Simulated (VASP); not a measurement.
# AlN: convergence, vacuum levels of a slab or layer

AlN, slab, 8 atoms in the cell. PBEsol; PAW potentials Al, N (PBE set). VASP 6.6.1.

Wanted: face levels within 0.04 eV; energy within 2 meV/atom; forces within 0.02 eV/Å.

Crystal: AlN, P6_3mc; Face: (0 0 1); Atomic planes: 8; Dipole correction: yes.

Face levels: vacuum level at each face, counted from the Fermi level.

POSCAR:
```
AlN
1.0
    3.1130456966      0.0000000000      0.0000000000
   -1.5565228483      2.6959766564      0.0000000000
    0.0000000000      0.0000000000     23.0611749388
Al N
4 4
Direct
    0.6666666700      0.3333333300      0.3507150718
    0.3333333300      0.6666666700      0.4587360686
    0.6666666700      0.3333333300      0.5667570655
    0.3333333300      0.6666666700      0.6747780623
    0.6666666700      0.3333333300      0.4332429345
    0.3333333300      0.6666666700      0.3252219377
    0.6666666700      0.3333333300      0.6492849282
    0.3333333300      0.6666666700      0.5412639314
```

The series start from vacuum (Å): 15; correction: LDIPOL, IDIPOL 3, DIPOL, AMIN 0.01; k spacing (1/Å): 0.3; Cutoff ENCUT (eV): 525; SCF threshold EDIFF (eV): 1e-6; PREC: Accurate; LREAL: .FALSE.; ALGO: Normal. Each series keeps the choices made before it, and each single choice may use up half of a tolerance.

## Vacuum (Å)

| Vacuum (Å) | Face levels, largest deviation (eV) | Energy less reference (meV/atom) | Forces, largest deviation (eV/Å) | SCF iterations | Time (s) |
|---|---|---|---|---|---|
| 6 | 0.523 | 2.4 | 0.029 | 24 | 9.8 |
| 8 | 0.111 | 0.3 | 0.004 | 25 | 11 |
| 10 | 0.033 | 0.0 | 0.005 | 27 | 16 |
| 12 | 0.048 | 0.0 | 0.008 | 27 | 15 |
| 15 | 0.001 | 0.0 | 0.002 | 34 | 26 |
| 20 | 0.011 | 0.0 | 0.003 | 37 | 27 |
| 25 (reference) | 0.000 | 0.0 | 0.000 | 43 | 42 |

## Correction

| Correction | Face levels, largest deviation (eV) | Energy less reference (meV/atom) | Forces, largest deviation (eV/Å) | SCF iterations | Time (s) |
|---|---|---|---|---|---|
| LDIPOL, IDIPOL 3, DIPOL, AMIN 0.01 | 0.000 | 0.0 | 0.000 | 34 | 26 |
| LDIPOL, default AMIN | 0.014 | 0.0 | 0.006 | 39 | 25 |
| LDIPOL, no DIPOL | no result | no result | no result | 150 | 100 |
| IDIPOL 3 alone (energy only) | 1.454 | 2.4 | 0.059 | 35 | 23 |
| kernel truncation, coarsened | 0.029 | -0.1 | 0.006 | 35 | 28 |
| kernel truncation, full padding | 0.014 | -0.1 | 0.006 | 38 | 32 |

## k spacing (1/Å)

| k spacing (1/Å) | Face levels, largest deviation (eV) | Energy less reference (meV/atom) | Forces, largest deviation (eV/Å) | SCF iterations | Time (s) |
|---|---|---|---|---|---|
| 0.6 | 0.134 | 8.9 | 0.170 | 34 | 14 |
| 0.45 | 0.060 | 1.7 | 0.020 | 32 | 18 |
| 0.3 | 0.045 | -1.3 | 0.043 | 34 | 26 |
| 0.22 | 0.036 | -0.6 | 0.012 | 34 | 27 |
| 0.16 (reference) | 0.000 | 0.0 | 0.000 | 32 | 40 |

## Cutoff ENCUT (eV)

| Cutoff ENCUT (eV) | Face levels, largest deviation (eV) | Energy less reference (meV/atom) | Forces, largest deviation (eV/Å) | SCF iterations | Time (s) |
|---|---|---|---|---|---|
| 320 | 0.007 | 13.4 | 0.078 | 31 | 17 |
| 400 | 0.002 | 3.2 | 0.015 | 32 | 23 |
| 460 | 0.001 | 1.3 | 0.003 | 32 | 33 |
| 525 | 0.001 | 2.7 | 0.001 | 32 | 40 |
| 600 | 0.001 | 1.9 | 0.001 | 32 | 60 |
| 725 (reference) | 0.000 | 0.0 | 0.000 | 32 | 73 |

## SCF threshold EDIFF (eV)

| SCF threshold EDIFF (eV) | Face levels, largest deviation (eV) | Energy less reference (meV/atom) | Forces, largest deviation (eV/Å) | SCF iterations | Time (s) |
|---|---|---|---|---|---|
| 0.001 | 1.145 | -0.2 | 0.126 | 17 | 44 |
| 0.0001 | 0.513 | -0.3 | 0.131 | 19 | 51 |
| 1e-5 | 0.001 | 0.0 | 0.000 | 30 | 71 |
| 1e-6 | 0.001 | 0.0 | 0.000 | 32 | 73 |
| 1e-7 (reference) | 0.000 | 0.0 | 0.000 | 35 | 82 |

## PREC

| PREC | Face levels, largest deviation (eV) | Energy less reference (meV/atom) | Forces, largest deviation (eV/Å) | SCF iterations | Time (s) |
|---|---|---|---|---|---|
| Accurate | 0.000 | 0.0 | 0.000 | 30 | 71 |
| Normal | 0.001 | 0.0 | 0.000 | 30 | 38 |

## LREAL

| LREAL | Face levels, largest deviation (eV) | Energy less reference (meV/atom) | Forces, largest deviation (eV/Å) | SCF iterations | Time (s) |
|---|---|---|---|---|---|
| .FALSE. | 0.000 | 0.0 | 0.000 | 30 | 38 |
| Auto | 0.000 | 0.0 | 0.023 | 30 | 37 |

## ALGO

| ALGO | Face levels, largest deviation (eV) | Energy less reference (meV/atom) | Forces, largest deviation (eV/Å) | SCF iterations | Time (s) |
|---|---|---|---|---|---|
| Normal | 0.000 | 0.0 | 0.000 | 30 | 38 |
| Fast | 0.000 | 0.0 | 0.000 | 31 | 40 |
| All | 0.011 | 0.0 | 0.005 | 41 | 73 |

## Question

The rows run from the loosest to the tightest (no order: correction, PREC, LREAL, ALGO). For each series: choose the loosest value from which every tighter one stays within half of the tolerance; where there is no order, keep the first row unless others stay within half of the tolerance and take at least 30 % less time, and then take the fastest.

## Answer

- vacuum (Å): 15
- correction: LDIPOL, IDIPOL 3, DIPOL, AMIN 0.01
- k spacing (1/Å): 0.16, the tightest run, since the next looser one is off by more than half of the tolerance (convergence isn't shown beyond it)
- Cutoff ENCUT (eV): 725, the tightest run, since the next looser one is off by more than half of the tolerance (convergence isn't shown beyond it)
- SCF threshold EDIFF (eV): 1e-5
- PREC: Normal
- LREAL: .FALSE.
- ALGO: Normal

## All choices together

| Input | Face levels, largest deviation (eV) | Energy less reference (meV/atom) | Forces, largest deviation (eV/Å) | Time (s) |
|---|---|---|---|---|
| starting input without the dipole correction (naive) | 1.448 | -1.0 | 0.101 | 26 |
| chosen settings | 0.002 | 0.0 | 0.000 | 38 |
| reference settings throughout | 0.000 | 0.0 | 0.000 | 160 |

The chosen settings stay within the tolerance of the reference run, but the reference itself isn't shown to be converged in: k spacing (1/Å), Cutoff ENCUT (eV).

Values of the reference run: Face levels: 4.381, 7.649 eV.

## The input

INCAR:
```
SYSTEM = AlN
ALGO = Normal ; AMIN = 0.01
DIPOL = 0.5 0.5 0.5 ; EDIFF = 1E-5
ENCUT = 725 ; GGA = PS
IDIPOL = 3 ; ISMEAR = 0
KPAR = 4 ; LASPH = .True.
LCHARG = .False. ; LDIPOL = .True.
LREAL = .False. ; LVACPOTAV = .True.
LVHAR = .True. ; LWAVE = .False.
NELM = 150 ; PREC = Normal
SIGMA = 0.1
```

KPOINTS:
```
Automatic mesh
0
Gamma
  15 15 1
  0 0 0
```

Commands:
```
cat potpaw_PBE.64/Al/POTCAR potpaw_PBE.64/N/POTCAR > POTCAR
mpirun -np 4 vasp_std > vasp.out
```

The chosen input took VASP 6.6.1 38 s on 4 cores (Intel Xeon 6975P-C (Granite Rapids)), a shared host.
